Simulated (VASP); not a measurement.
A run of VASP 6.6.1:

The input INCAR:

```
SYSTEM = TePb
ALGO = Normal ; EDIFF = 1E-7
ENCUT = 520 ; GGA = PE
ISIF = 2 ; ISMEAR = -1
LASPH = .TRUE. ; LCHARG = .TRUE.
LELF = .TRUE. ; LREAL = .FALSE.
LVHAR = .TRUE. ; LWAVE = .FALSE.
NBANDS = 17 ; NELM = 100
PREC = Accurate ; SIGMA = 0.02
```

File KPOINTS:

```
k-points
0
G
  6 6 6
  0 0 0
```

POSCAR

```
TePb
1.0
    0.0000000000      3.6414940692      3.8516082770
    3.6414940692      0.0000000000      3.8516082770
    3.6414940692      3.6414940692      0.0000000000
Pb Te
1 1
Direct
    0.0000000000      0.0000000000      0.0000000000
    0.2500000000      0.2500000000      0.2500000000
```

Potentials or basis: VASP PAW PBE potentials, release 64 (Pb_d, Te).

Launch:

```sh
$ cat potpaw_PBE.64/Pb_d/POTCAR potpaw_PBE.64/Te/POTCAR > POTCAR
$ mpirun -np 1 vasp_std > vasp.out
```

Hardware: 1 thread of Intel(R) Xeon(R) Platinum 8488C (Sapphire Rapids), with other jobs on the host.

Task: How long does it take, and how much memory?

Result: Wall time 47 s on 1 thread of Intel(R) Xeon(R) Platinum 8488C (Sapphire Rapids) (shared host), peak memory 0.26 GiB. Counts: scf iterations 16, k points 30.
